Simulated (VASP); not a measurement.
Here is a VASP 6.6.1 calculation.

The input POSCAR:

```
CdS
1.0
    4.2317068336      0.0000000000      0.0000000000
   -2.1158534168      3.6647656193      0.0000000000
    0.0000000000      0.0000000000      6.8825104534
Cd S
2 2
Direct
    0.6666666667      0.3333333333      0.4993893115
    0.3333333333      0.6666666667     -0.0006106885
    0.6666666667      0.3333333333      0.8756106885
    0.3333333333      0.6666666667      0.3756106885
```

Contents of INCAR.step1:

```
ALGO = Normal ; EDIFF = 1E-5
ENCUT = 520 ; GGA = PE
ISIF = 2 ; ISMEAR = -1
LASPH = T ; LCHARG = F
LREAL = F ; LWAVE = T
NBANDS = 26 ; NELM = 100
PREC = Accurate ; SIGMA = 0.05
```

The input INCAR.step2:

```
AEXX = 0.2 ; AGGAC = 0.81
AGGAX = 0.72 ; ALDAC = 0.19
ALGO = Normal ; EDIFF = 1E-6
ENCUT = 520 ; GGA = B5
HFRCUT = -1 ; ISIF = 2
ISMEAR = -1 ; ISTART = 1
LASPH = T ; LCHARG = F
LHFCALC = T ; LREAL = F
LWAVE = F ; NBANDS = 26
NELM = 100 ; PREC = Accurate
PRECFOCK = Normal ; SIGMA = 0.05
```

KPOINTS

```
k-points
0
Gamma
  4 4 2
```

Potentials or basis: VASP PAW PBE potentials, release 64 (Cd, S).

The run is started by

```console
$ cat potpaw_PBE.64/Cd/POTCAR potpaw_PBE.64/S/POTCAR > POTCAR
$ cp INCAR.step1 INCAR
$ mpirun -np 1 vasp_std > vasp.out
$ cp INCAR.step2 INCAR
$ mpirun -np 1 vasp_std > vasp.out
```

**Question.** What does it give for the pressure?

**Answer.** 0.2 GPa.

**Question.** Estimate the band gap on the k mesh.

**Answer.** 2.33 eV, direct.

Stress tensor (GPa, compression positive):
```
0.24 0.00 0.00
0.00 0.24 0.00
0.00 0.00 0.12
```

Caveat: the k mesh is coarse (spacing up to 0.46 Å⁻¹), so the values aren't converged, least of all with exact exchange; the PAW data sets were made with another functional, which shifts forces and pressure a little.
